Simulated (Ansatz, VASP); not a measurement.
**Two plane-wave programs on MgO (Periclase)**

INCAR

```
PREC     = Accurate       # precision mode
ENCUT    = 520            # plane-wave cutoff, eV
EDIFF    = 1E-6           # SCF threshold, eV
ISMEAR   = 0              # smearing method
SIGMA    = 0.02           # smearing width, eV
LREAL    = F              # projectors in reciprocal space
LASPH    = T              # aspherical terms in the spheres
NELM     = 80             # most SCF steps
ALGO     = Normal         # electronic algorithm
ISIF     = 2              # what is computed and relaxed
LWAVE    = F              # write WAVECAR
LCHARG   = F              # write CHGCAR
GGA      = PS             # functional
NBANDS   = 11             # bands
```

Contents of KPOINTS:

```
Automatic mesh
0
Gamma
  6 6 6
```

File POSCAR:

```
MgO
1.0
    0.0000000000      2.1071294990      2.1071294990
    2.1071294990      0.0000000000      2.1071294990
    2.1071294990      2.1071294990      0.0000000000
Mg O
1 1
Direct
    0.0000000000      0.0000000000      0.0000000000
    0.5000000000      0.5000000000      0.5000000000
```

Input for Ansatz:

```yaml
crystal:
  lattice:
    - [0.0, 2.107129499, 2.107129499]
    - [2.107129499, 0.0, 2.107129499]
    - [2.107129499, 2.107129499, 0.0]
  atoms:
    - { symbol: Mg, position: [0.0, 0.0, 0.0] }
    - { symbol: O, position: [0.5, 0.5, 0.5] }
basis:
  ecutwfc: 420
kpoints:
  mp_grid: { grid: [6, 6, 6] }
  band_path:
    path:
      - [0.0, 0.0, 0.0]
      - [0.5, 0.0, 0.5]
      - [0.625, 0.25, 0.625]
      - [0.375, 0.375, 0.75]
      - [0.5, 0.5, 0.5]
      - [0.5, 0.25, 0.75]
    npoints: 1
hamiltonian:
  xc: pbesol
scf:
  occupations: { method: gaussian, width: 0.02 }
  n_extra_bands: 4
output:
  forces: true
  stress: true
  eigenvalues: true
```

Alike in both runs: task single point; functional PBEsol; k mesh 6 × 6 × 6; occupations gaussian, width 0.02 eV; no spin polarisation.

|  | VASP | Ansatz |
| --- | --- | --- |
| version | VASP 6.6.1 | Ansatz 0.2.0 |
| potentials or method | VASP PAW PBE potentials, release 64 (Mg, O) | scalar-relativistic, plane waves, PAW |
| plane-wave cutoff (eV) | 520 | 420 |
| valence electrons in the cell | 8 | 16 |

```csv
,VASP,Ansatz,Ansatz less VASP
gap on the k mesh at the Fermi level (eV),4.62,4.62,0.000
least direct gap on the mesh (eV),4.62,4.62,0.000
pressure (GPa),-0.5,0.0,+0.50
```

With one functional, cell and mesh, what is left measures potentials, basis and numerics. The two sets of potentials don't hold the same shells in valence.

Caveats: the k mesh is coarse (spacing up to 0.43 Å⁻¹), so the values aren't converged; the PAW data sets were made with another functional, which shifts forces and pressure a little (VASP). PBEsol gaps usually lie below the measured ones, often by a third to a half.
